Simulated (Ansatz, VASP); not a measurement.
# GaN: VASP beside Ansatz

Wanted: the spread between two codes on one cell, functional and k mesh. The cell is taken from a series of VASP runs on this material, whose earlier steps may have relaxed, scaled or displaced it; both programs get it as it stands.

Calculated with Ansatz 0.2.0; plane waves, with VASP 6.6.1 beside it; band structure at PBE0.

## (1) The starting structure

It takes space group P6_3mc (No. 186, hexagonal). The conventional cell has a = 3.190 Å, b = 3.190 Å, c = 5.189 Å, α = 90.00°, β = 90.00°, γ = 120.00°. Nearest to Ga lie 4 N at 1.95 Å. N has 4 Ga at 1.95 Å nearest. Farther neighbours and most contacts between anions are not listed.

## (2) Ansatz: band structure, PBE0

Ansatz runs on its default PAW (the set named soft_2) files.

The same path points are solved in both programs, so levels can be compared one by one.

input.yaml reads:

```yaml
crystal:
  lattice:
    - [3.19, 0.0, 0.0]
    - [-1.595, 2.7626210381, 0.0]
    - [0.0, 0.0, 5.189]
  atoms:
    - { symbol: Ga, position: [0.3333333333, 0.6666666667, 0.5] }
    - { symbol: Ga, position: [0.6666666667, 0.3333333333, 0.0] }
    - { symbol: "N", position: [0.3333333333, 0.6666666667, 0.875] }
    - { symbol: "N", position: [0.6666666667, 0.3333333333, 0.375] }
hamiltonian:
  xc: pbe0
  pseudopotentials: { kind: paw }
kpoints:
  mp_grid: { grid: [5, 5, 3] }
  band_path:
    path:
      - [0.0, 0.0, 0.0]
      - [0.44444, 0.0, 0.0]
      - [0.38889, 0.22222, 0.0]
      - [0.18519, 0.18519, 0.0]
      - [0.0, 0.0, 0.11111]
      - [0.0, 0.0, 0.5]
      - [0.44444, 0.0, 0.5]
      - [0.38889, 0.22222, 0.5]
      - [0.18519, 0.18519, 0.5]
      - [0.5, 0.0, 0.38889]
      - [0.33333, 0.33333, 0.0]
      - [0.33333, 0.33333, 0.5]
    npoints: 1
scf:
  occupations: { method: gaussian, width: 0.03 }
  n_extra_bands: 8
output:
  forces: true
  stress: true
  eigenvalues: true
```

The run is started by

```
$ ansatz run input.yaml --threads 4 --pin off --max-ram 9216MiB --backend cpu --events-out ev --progress --plain --runs-dir out
```

Numbers of over 12 decimals in the logs are rounded to 6 here.

Output:

```text
Warning: output.stress: scf.convergence.dr2_threshold = 1e-7 eV (the SCF's general default) is looser than the 4e-10 eV advised for a printed stress (1e-10 eV for each atom of the cell: 4). What an SCF threshold leaves in a stress goes as its square root, and in the free energy as the threshold itself, and one threshold admits the most on a small cell: [figures from the program's tests cut] Set scf.convergence.dr2_threshold to 4e-10 eV or tighter. The threshold is an SCF's pass mark: one that does not reach it within its budget of iterations ends unconverged, or closes short of it on a stop that the run arms, and scf.convergence.dr2_threshold's page says what that costs each kind of run
Warning: output.stress: scf.exx.energy_threshold = 1e-6 eV is looser than the 4e-8 eV advised for a stress under a hybrid functional (1e-8 eV for each atom of the cell: 4). Every SCF of the exchange loop can meet its threshold on dr2 while the loop round them stops early: no threshold on dr2 bounds what that leaves in the stress. Set scf.exx.energy_threshold to 4e-8 eV or tighter. The threshold is the loop's pass mark: a loop that does not reach it within its budget of cycles ends unconverged, and scf.exx.energy_threshold's page has the law
scf.n_extra_bands = 8 over 18 filled bands (N_el = 36.0): the run solves 26 bands
Engine: ansatz 0.2.0, aarch64-unknown-linux-gnu
Pseudopotentials: kind: paw
Pseudopotential: Ga, paw, valence charge 13, recommended cutoff 420 eV (normal), Ga.paw.azcp
Pseudopotential: N, paw, valence charge 5, recommended cutoff 420 eV (normal), N.paw.azcp
Functional definition: PBE0
  parameter a = 0.25
  parameter kappa = 0.804
  parameter beta = 0.066725
  exchange = (1 - a)*pbe_x(kappa = kappa, mu = beta*pi^2/3) + a*exact_x
  correlation = pbe_c(beta = beta)
Crystal: 4 atoms, lattice volume = 45.729 Å³
Basis set: ecut = 420 eV, 917 PW (Γ), exchange–correlation on 48×48×72 points (8 copies of the dense FFT grid, shifted against one another)
Bands: 26, of which v1, the nominal top of the filled ones, is band 18 counted from 1 (17 counted from 0)
Symmetry: 12 space group operations
Space group: P63mc (ITA 186), of the structure as read, at distance tolerance 3.6e-5 Å
k-points: 10 of 75 (time reversal used)
Non-local potential: Ga, projectors of the file, l = 0: 2, l = 1: 2, l = 2: 3, l = 3: 1
Non-local potential: N, projectors of the file, l = 0: 2, l = 1: 2, l = 2: 1
PAW form: soft (Blöchl's): semilocal exchange-correlation on the pseudo side does not see the compensation charge
PAW frozen core: Ga, regenerated for the run's functional, and the local potential with it (the file was generated under x = pbe(κ = 0.804, μ = 0.219515), c = pbe(β = 0.066725))
PAW frozen core: N, regenerated for the run's functional, and the local potential with it (the file was generated under x = pbe(κ = 0.804, μ = 0.219515), c = pbe(β = 0.066725))
PAW one-centre angular grid: Ga, 590 points (default); XC on 64 Gauss nodes
PAW one-centre angular grid: N, 110 points (default); XC on 64 Gauss nodes
Initial density: superposition of atomic densities (neutral atoms: chi_scale 0, normalization atom), corrected by the library's trained network
Initial wavefunctions: pseudopotential atomic-orbital guess
Functional: x = pbe(κ = 0.804, μ = 0.219515), c = pbe(β = 0.066725), warm-up for x = 0.75 pbe(κ = 0.804, μ = 0.219515) + 0.25 exact, c = pbe(β = 0.066725)
SCF iter   1: F=—  HF=-8335.802988 eV  |F-HF|=—  |Δ(HF+E_count)|=         —  Δρ=8.12e-4  dr2=1.11e-4  ethr=1.77e-3  ⟨swp⟩=2.0  Hψ=1648  notcnv=0
preconditioner: auto → none  [insulator: Δε(μ)=1.883 eV  Ē_g=18.790 eV  σ=0.030 eV  W_gap=1.00  n_scr=22 (ndim 8)  ℏωp=32.9 eV  f_vac=0.009  D(μ)=0.00/eV (n_scr^D=0)]
SCF iter   2: F=-8335.803363 eV  HF=-8335.803255 eV  |F-HF|=1.08e-4  |Δ(HF+E_count)|=   2.67e-4  Δρ=3.89e-4  dr2=2.53e-5  ethr=3.08e-7  ⟨swp⟩=4.1  Hψ=703  notcnv=0  defer=1
SCF 1 stopped early in 2 iterations: F = -8335.803363 eV  dr2 = 2.53e-5
  greatest PAW one-centre occupation: 0.995 electrons in one spin orbital (limit 2), on the Ga atom at site 1 (counted from 0), in its partial waves of l = 2
Initial density: handed on by an earlier stage of this run
Initial wavefunctions: those handed on with the density
Functional: x = 0.75 pbe(κ = 0.804, μ = 0.219515) + 0.25 exact, c = pbe(β = 0.066725)
Frozen-core exchange: fock
SCF iter   1: F=—  HF=-8337.019882 eV  |F-HF|=—  |Δ(HF+E_count)|=         —  Δρ=1.65e-2  dr2=4.93e-2  ethr=7.02e-7  ⟨swp⟩=6.0  Hψ=1316  notcnv=0
preconditioner: auto → none  [insulator: Δε(μ)=3.787 eV  Ē_g=22.780 eV  σ=0.030 eV  W_gap=1.00  n_scr=22 (ndim 8)  ℏωp=32.9 eV  f_vac=0.010  D(μ)=0.00/eV (n_scr^D=0)]
SCF iter   2: F=—  HF=-8336.997334 eV  |F-HF|=—  |Δ(HF+E_count)|=   2.25e-2  Δρ=4.23e-3  dr2=6.44e-3  ethr=7.02e-7  ⟨swp⟩=4.0  Hψ=938  notcnv=0
SCF iter   3: F=—  HF=-8337.016923 eV  |F-HF|=—  |Δ(HF+E_count)|=   1.96e-2  Δρ=4.40e-3  dr2=3.49e-3  ethr=7.02e-7  ⟨swp⟩=4.0  Hψ=949  notcnv=0
SCF iter   4: F=—  HF=-8337.016407 eV  |F-HF|=—  |Δ(HF+E_count)|=   5.17e-4  Δρ=1.48e-3  dr2=3.86e-4  ethr=7.02e-7  ⟨swp⟩=3.3  Hψ=624  notcnv=0
SCF iter   5: F=—  HF=-8337.016831 eV  |F-HF|=—  |Δ(HF+E_count)|=   4.24e-4  Δρ=5.93e-4  dr2=1.07e-4  ethr=7.02e-7  ⟨swp⟩=3.7  Hψ=513  notcnv=0  defer=1
iter 6 solved again at ethr=2.40e-8 eV; its pass at ethr=2.76e-7 eV (dr2=8.63e-6 eV) is discarded
SCF iter   6: F=—  HF=-8337.016800 eV  |F-HF|=—  |Δ(HF+E_count)|=   3.04e-5  Δρ=1.30e-4  dr2=1.02e-5  ethr=2.40e-8  ⟨swp⟩=2.0  Hψ=1105  notcnv=0
SCF iter   7: F=-8337.016797 eV  HF=-8337.016797 eV  |F-HF|=1.15e-7  |Δ(HF+E_count)|=   2.88e-6  Δρ=2.35e-5  dr2=1.68e-6  ethr=2.40e-8  ⟨swp⟩=3.0  Hψ=483  notcnv=0
SCF 2 stopped early in 7 iterations: F = -8337.016797 eV  dr2 = 1.68e-6
  Residual-converged pass: ⟨swp⟩=3.4  Hψ=626  notcnv=0  max |occ|·‖R‖ = 6.2e-6 eV (tolerance 6.7e-6 eV)  dr2=1.68e-6  dr2_onsite=9.87e-8  max |Δocc| = 0.0e0
  greatest PAW one-centre occupation: 0.996 electrons in one spin orbital (limit 2), on the Ga atom at site 0 (counted from 0), in its partial waves of l = 2
hybrid outer 1: dexx = +2.224e-2 eV, tail = 6.34e-5 eV
Frozen-core exchange: fock
SCF iter   1: F=—  HF=-8337.016288 eV  |F-HF|=—  |Δ(HF+E_count)|=         —  Δρ=4.24e-5  dr2=7.69e-7  ethr=8.80e-7  ⟨swp⟩=4.3  Hψ=612  notcnv=0
preconditioner: auto → none  [insulator: Δε(μ)=3.858 eV  Ē_g=22.626 eV  σ=0.030 eV  W_gap=1.00  n_scr=22 (ndim 8)  ℏωp=32.9 eV  f_vac=0.011  D(μ)=0.00/eV (n_scr^D=0)]
SCF iter   2: F=—  HF=-8337.016290 eV  |F-HF|=—  |Δ(HF+E_count)|=   1.90e-6  Δρ=1.20e-5  dr2=4.10e-8  ethr=1.57e-9  ⟨swp⟩=4.0  Hψ=807  notcnv=0
SCF iter   3: F=—  HF=-8337.016290 eV  |F-HF|=—  |Δ(HF+E_count)|=   4.76e-8  Δρ=4.98e-6  dr2=5.39e-9  ethr=1.03e-10  ⟨swp⟩=3.6  Hψ=697  notcnv=0  defer=1
SCF iter   4: F=—  HF=-8337.016290 eV  |F-HF|=—  |Δ(HF+E_count)|=   4.99e-9  Δρ=2.61e-6  dr2=1.25e-9  ethr=1.30e-11  ⟨swp⟩=3.1  Hψ=541  notcnv=0  defer=1
SCF iter   5: F=-8337.016290 eV  HF=-8337.016290 eV  |F-HF|=6.86e-10  |Δ(HF+E_count)|=   5.56e-9  Δρ=1.17e-6  dr2=6.53e-10  ethr=2.19e-12  ⟨swp⟩=3.6  Hψ=642  notcnv=0  defer=1
SCF 3 converged in 5 iterations: F = -8337.016290 eV  dr2 = 6.53e-10
  Residual-converged pass: ⟨swp⟩=2.1  Hψ=442  notcnv=0  max |occ|·‖R‖ = 6.1e-7 eV (tolerance 6.3e-7 eV)  dr2=6.60e-10  dr2_onsite=3.89e-10  max |Δocc| = 0.0e0
  greatest PAW one-centre occupation: 0.996 electrons in one spin orbital (limit 2), on the Ga atom at site 1 (counted from 0), in its partial waves of l = 2
hybrid outer 2: dexx = +8.478e-7 eV, tail = 3.52e-8 eV, Δε = 2.68e-3 eV (about 7.84e-5 eV left of the loop's levels), ΔF = 4.51e-5 eV/Å (tail 1.21e-4)
NSCF: frozen V_eff on 12 k-points
hybrid SCF converged: 2 outer / 12 inner (+2 warm-up), last move |dexx| = 8.48e-7 eV, tail = 3.52e-8 eV
Stability not checked: this state was not tested for a lower state beside it, because the functional holds exact exchange (a hybrid, or Hartree-Fock), whose exchange loop this test does not read (fock_operator; see scf.lower_state_search)
Free energy (F): -8337.016290 eV
Frozen-core exchange: fock
Harris-Foulkes:  -8337.016290 eV  (|F-HF|=6.86e-10)
Internal energy: -8337.016290 eV  (E = F + TS)
E sigma→0 (E₀):  -8337.016290 eV
Fermi energy:    10.415802 eV
--- Per-component energies (eV) ---
  E_band       = -107.559512
  E_kinetic    = 493.617782
  E_local      = -3913.007231  (includes V_loc(G=0)·N_el)
  E_nonlocal   = 950.495756
  E_hartree    = 1807.672190
  E_xc         = -198.288043
  E_vxc        = -206.730778  (∫ρ·V_xc dr)
  E_exx        = -138.983999  (= α·E_x^exact, valence–valence)
  E_paw        = -4166.094147  (= ΣΔE_a)
  E_vpaw       = -769.311735  (= ΣTr[D̂ρ^β])
  E_aug_tail   = 0.000123  (compensation charges beyond the density's cutoff)
  E_ewald      = -3172.508547
  E_core_change = 0.079827  (= ΣΔE_core)
  E_smearing   = -0.000000  (= −TS)
  E_closure    = -0.000000  (closes the sum)
  Σ components = -8337.016290   (vs F -8337.016290, Δ=0.00e0)
--- Forces (eV/Å), atoms counted from 1 ---
  atom   1  Ga    -0.00000000     0.00000000    -0.13870569
  atom   2  Ga     0.00000000    -0.00000000    -0.13870569
  atom   3  N      0.00000000     0.00000000     0.13869739
  atom   4  N      0.00000000    -0.00000000     0.13869739
  max |Σ_I F_I| component: 1.66e-5 eV/Å
--- Stress (GPa, compression-positive) ---
       -1.597897       0.000000       0.000000
        0.000000      -1.597897       0.000000
        0.000000       0.000000      -0.622311
  P = ⅓ Tr σ = -1.2727 GPa (-12.727 kbar)
--- Band table (eV; the first three rows and the last of 10) ---
  k-point 0: bands = [... 14 lower, 7.3469, 8.4296, 8.4867, 8.4867, 12.3448, 14.8916, 20.1904, 20.6882, ... 4 higher]
  k-point 1: bands = [... 14 lower, 7.6192, 7.6192, 8.1877, 8.1877, 14.1022, 15.0398, 19.5056, 19.8732, ... 4 higher]
  k-point 2: bands = [... 14 lower, 6.1816, 6.6138, 7.9723, 8.1258, 14.3215, 16.5190, 18.5652, 19.5060, ... 4 higher]
  k-point 9: bands = [... 14 lower, 4.1471, 5.3507, 6.0835, 6.8140, 15.8831, 17.1534, 18.3591, 18.6354, ... 4 higher]
```

Run time: 54 s. Hardware: 4 threads of Arm Neoverse N1, shared host; peak memory 0.76 GiB; 3.2 min of CPU time.

Reading the cycles: dr2 is the Hartree energy of the density residual (eV), the measure of convergence; HF is the Harris–Foulkes estimate of the energy, which meets the free energy F at convergence.

[end of part 1 of 2]

[Lines on the potential files, build, host, timing and source positions are cut from VASP's logs without a mark.]

[Logs are printed without paths, hosts, clocks, repeated set-up lines and the standing remarks that a program may print on its own settings, such as how far it seeks lower states.]

[Hosts, paths, dates, database ids (printed as entryN), source tags and the programs' standing remarks are cut or masked in the printed files.]
